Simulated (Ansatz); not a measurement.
# Zr (Zr, omega (AlB2-type)): the cost of one run

Method: DFT PBE, plane waves (420 eV) with PAW, scalar-relativistic, in Ansatz 0.2.0.

## (1) The starting structure

Symmetry: P6/mmm, No. 191, hexagonal system. Conventional cell: a = 5.086 Å, b = 5.086 Å, c = 3.118 Å, α = 90.00°, β = 90.00°, γ = 120.00°. Around Zr (site symmetry 6/mmm) lie 14 Zr at 3.12 to 3.32 Å. Zr (site symmetry -6m2) has 11 Zr at 2.94 to 3.32 Å as nearest neighbours.

Structure file:

```
CELL_PARAMETERS angstrom
5.08599 0.00000 0.00000
-2.54300 4.40460 0.00000
0.00000 0.00000 3.11771
ATOMIC_POSITIONS crystal
Zr 0.00000 0.00000 0.00000
Zr 0.33333 0.66667 0.50000
Zr 0.66667 0.33333 0.50000
```

## (2) Geometry optimisation

File input.yaml:

```yaml
crystal:
  lattice:
    - [5.085992629, 0.0, 0.0]
    - [-2.5429963145, 4.4045988202, 0.0]
    - [0.0, 0.0, 3.1177134816]
  atoms:
    - { symbol: Zr, position: [0.0, 0.0, 0.0] }
    - { symbol: Zr, position: [0.3333333333, 0.6666666667, 0.5] }
    - { symbol: Zr, position: [0.6666666667, 0.3333333333, 0.5] }
hamiltonian:
  xc: pbe
  pseudopotentials:
    kind: paw
    azcp:
      Zr: "pseudopotentials/Zr.paw.azcp"
basis:
  ecutwfc: 420
  fft_grid_basis: typed
kpoints:
  mp_grid: { grid: [7, 7, 10], shift: [0, 0, 0] }
magnetization:
  spin_polarized: false
scf:
  occupations: { method: fermi_dirac, width: 0.1 }
relax:
  max_steps: 60
  f_tol: 0.01
  cell: {}
```

On the command line:

```console
$ ansatz run input.yaml --threads 1 --pin off --max-ram 3584MiB --backend cpu --events-out ev --progress --plain --runs-dir out
```

Q: Estimate wall time and peak memory on 1 thread of Intel Xeon Platinum 8259CL at 2.50GHz (Skylake/Cascade Lake), shared host.

About 30 s, with a peak of 0.57 GiB.
